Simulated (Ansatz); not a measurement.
## CuO and the effect of the choice of potentials or basis

Symmetry: P-6m2, No. 187, hexagonal system. Conventional cell: a = 2.836 Å, b = 2.836 Å, c = 2.768 Å, α = 90.00°, β = 90.00°, γ = 120.00°. Cu (site symmetry -6m2) has 6 O at 2.14 Å as nearest neighbours. O (site symmetry -6m2) is surrounded by 6 Cu at 2.14 Å.

Measurements of this composition are mostly on another form, of space group No. 15.

Kept alike: task equation of state; functional PBE; k mesh 11 × 11 × 10; occupations fermi-dirac, width 0.05 eV; no spin polarisation. Program: Ansatz. Cutoffs run from 420 to 1415 eV. The mesh is that of the run's cell of 2 atoms. No spin-orbit coupling.

```csv
choice of potentials or basis,volume (Å³/atom),bulk modulus (GPa)
Ansatz NC,9.608,170.0
Ansatz PAW,9.614,170.2
Ansatz PAW (files of its older set among them),9.613,169.7
JTH PAW,9.623,169.8
PseudoDojo standard,9.598,170.6
PseudoDojo stringent,9.600,170.2
SPMS NC,9.615,171.5
SSSP efficiency PAW,9.616,170.2
```

Volume and modulus come from cells scaled at fixed shape and fractions; off cubic symmetry such a modulus can lie above the relaxed one.

Problem. What does the choice of potentials or basis change here?

Solution. The volume runs from 9.598 (PseudoDojo standard) to 9.623 Å³/atom (JTH PAW). The bulk modulus runs from 169.7 (Ansatz PAW (files of its older set among them)) to 171.5 GPa (SPMS NC).
